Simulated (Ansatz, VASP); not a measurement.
One calculation of MnO2, two programs

The input INCAR:

```
ALGO     = Normal         # electronic algorithm
EDIFF    = 1E-7           # SCF threshold, eV
ENCUT    = 520            # plane-wave cutoff, eV
GGA      = PE             # functional
ISIF     = 2              # what is computed and relaxed
ISMEAR   = -1             # smearing method
ISPIN    = 2              # spin polarisation
LASPH    = True           # aspherical terms in the spheres
LCHARG   = False          # write CHGCAR
LMAXMIX  = 4              # l up to which the mixer works
LORBIT   = 11             # projections on sites
LREAL    = False          # projectors in reciprocal space
LWAVE    = False          # write WAVECAR
MAGMOM   = 4 0 0          # initial moments
NBANDS   = 24             # bands
NELM     = 150            # most SCF steps
PREC     = Accurate       # precision mode
SIGMA    = 0.05           # smearing width, eV
```

The input KPOINTS:

```
k-points
0
Gamma
  11 11 6
```

The input POSCAR:

```
MnO2
1.0
    2.8754964680      0.0000000000      0.0000000000
   -1.4377482340      2.4902529899      0.0000000000
    0.0000000000      0.0000000000      4.6318476229
Mn O
1 2
Direct
    0.0000000000      0.0000000000      0.5000000000
    0.3333333333      0.6666666667      0.7062925700
    0.6666666667      0.3333333333      0.2937074300
```

input.yaml

```yaml
crystal:
  lattice:
    - [2.875496468, 0.0, 0.0]
    - [-1.437748234, 2.4902529899, 0.0]
    - [0.0, 0.0, 4.6318476229]
  atoms:
    - { symbol: Mn, position: [0.0, 0.0, 0.5], spin: 4.0 }
    - { symbol: O, position: [0.3333333333, 0.6666666667, 0.70629257] }
    - { symbol: O, position: [0.6666666667, 0.3333333333, 0.29370743] }
hamiltonian:
  xc: pbe
  pseudopotentials: { kind: paw }
magnetization:
  spin_polarized: true
kpoints:
  mp_grid: { grid: [11, 11, 6] }
scf:
  occupations: { method: fermi_dirac, width: 0.05 }
output:
  forces: true
  stress: true
  eigenvalues: true
```

Change from the starting cell: volume scaled by 1.02.

Alike in both runs: task single point; functional PBE; k mesh 11 × 11 × 6; occupations fermi-dirac, width 0.05 eV; collinear spin, ferromagnetic start.

|  | VASP | Ansatz |
| --- | --- | --- |
| version | VASP 6.6.1 | Ansatz 0.2.0 |
| potentials or method | VASP PAW PBE potentials, release 64 (Mn_pv, O) | Ansatz PAW |
| plane-wave cutoff (eV) | 520 | 420 |
| valence electrons in the cell | 25 | 27 |

|  | VASP | Ansatz | Ansatz less VASP |
| --- | --- | --- | --- |
| gap on the k mesh at the Fermi level (eV) | 0.88 | 0.92 | +0.036 |
| least direct gap on the mesh (eV) | 0.94 | 0.98 | +0.036 |
| pressure (GPa) | 1.8 | 0.8 | -0.99 |
| largest component of the traceless stress (GPa) | 0.30 | 0.69 | +0.399 |
| rms of the force components (eV/Å) | 0.013 | 0.028 | +0.0154 |
| net moment per atom (μB) | 1.00 | 1.00 | 0.000 |
| size of the moment on the site where the two differ most (μB) | 2.85 | 2.51 | -0.339 |

Site moments also hang on the region over which each program counts them. Atom by atom the forces differ by 0.041 eV/Å (rms over components). The two sets of potentials don't hold the same shells in valence.

Caveats: a cell with one magnetic atom can't hold antiferromagnetic order, which such compounds often take; an odd mesh through Γ misses points on the zone boundary, where band edges often lie (VASP); odd divisions of the mesh miss points on the zone boundary, where band edges often lie, so the gap on the mesh can be too wide (Ansatz); the pressure holds a Pulay correction of +0.8 GPa for the finite cutoff (Ansatz).
